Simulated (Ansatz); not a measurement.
# Be (omega type): how the settings move a single-point run

How sensitive is a single-point run of Be (omega type) to its settings? A reference run comes first, then one run with altered input.

Computed with Ansatz 0.2.0 (reference: DFT, PBE, PAW with Ansatz's default frozen-core files, scalar-relativistic, unless a step's input says otherwise).

## (1) The starting structure

Symmetry: P6/mmm, No. 191, hexagonal system. The conventional cell has a = 3.387 Å, b = 3.387 Å, c = 2.046 Å, α = 90.00°, β = 90.00°, γ = 120.00°. Around Be (site symmetry 6/mmm) lie 14 Be at 2.05 to 2.21 Å. Be (site symmetry -6m2) has 11 Be at 1.96 to 2.21 Å as nearest neighbours.

Coordinates:

```
CELL_PARAMETERS angstrom
3.38657 0.00000 0.00000
-1.69328 2.93285 0.00000
0.00000 0.00000 2.04643
ATOMIC_POSITIONS crystal
Be 0.00000 0.00000 0.00000
Be 0.33333 0.66667 0.50000
Be 0.66667 0.33333 0.50000
```

## (2) Baseline

Contents of input.yaml:

```yaml
crystal:
  lattice:
    - [3.3865691064, 0.0, 0.0]
    - [-1.6932845532, 2.9328548778, 0.0]
    - [0.0, 0.0, 2.0464304823]
  atoms:
    - { symbol: Be, position: [0.0, 0.0, 0.0] }
    - { symbol: Be, position: [0.3333333333, 0.6666666667, 0.5] }
    - { symbol: Be, position: [0.6666666667, 0.3333333333, 0.5] }
kpoints:
  mp_grid: { grid: [10, 10, 14] }
scf:
  occupations: { method: fermi_dirac, width: 0.08 }
hamiltonian:
  xc: pbe
  pseudopotentials: { kind: paw }
output:
  forces: true
  stress: true
  eigenvalues: true
  populations: true
  write_density: true
  write_potential: true
  elf: true
  volumetric_format: npy
```

On the command line:

```bash
> ansatz run input.yaml --threads 1 --pin off --max-ram 3072MiB --backend cpu --events-out ev --progress --plain --runs-dir out
```

## (3) Changing settings: starting moments, spin_polarized true

input.yaml, as its differences from that of step 2:

```diff
@@ -6,5 +6,5 @@
   atoms:
-    - { symbol: Be, position: [0.0, 0.0, 0.0] }
-    - { symbol: Be, position: [0.3333333333, 0.6666666667, 0.5] }
-    - { symbol: Be, position: [0.6666666667, 0.3333333333, 0.5] }
+    - { symbol: Be, position: [0.0, 0.0, 0.0], spin: 3.0 }
+    - { symbol: Be, position: [0.3333333333, 0.6666666667, 0.5], spin: 3.0 }
+    - { symbol: Be, position: [0.6666666667, 0.3333333333, 0.5], spin: 3.0 }
 kpoints:
@@ -25 +25,3 @@
   volumetric_format: npy
+magnetization:
+  spin_polarized: true
```

Q: Predict the outcome of this session. Wanted: for each run, ending; energy change; pressure; gap; force.

As calculated:

| run | ending | energy change | pressure (GPa) | gap (eV) | force (eV/Å) | cycles | time |
| --- | --- | --- | --- | --- | --- | --- | --- |
| reference | converged | 0 | 26.4 | 0.00 | 0.00 | 6 | 1.2 s |
| 1: starting moments, spin_polarized true | converged | 0.0 meV/atom | 26.4 | 0.00 | 0.00 | 15 | 5.2 s |

Residual by cycle in the longest SCF loop of each run; runs are numbered as in the table. The quantity is the density residual dr2, in eV.

| cycle | reference | run 1 |
| --- | --- | --- |
| 1 | 0.00392 | 0.037 |
| 2 | 0.00144 | 0.0133 |
| 4 | 1.4e-9 | 4.7e-4 |
| 5 | 4.3e-12 | 1.5e-4 |
| 6 | 1.8e-13 | 1.3e-4 |
| 7 | - | 2.6e-5 |
| 9 | - | 9.3e-5 |
| 10 | - | 5.3e-6 |
| 11 | - | 1.9e-6 |
| 12 | - | 4.8e-8 |
| 14 | - | 1.9e-12 |
| 15 | - | 7.5e-15 |

**Reading.** With the changed spin polarisation the energy stays within 0.5 meV/atom: no moment survives, so both runs end on the same non-magnetic state. The structure is not at rest: the sound run finds 26 GPa, so these are no properties of the relaxed crystal. 
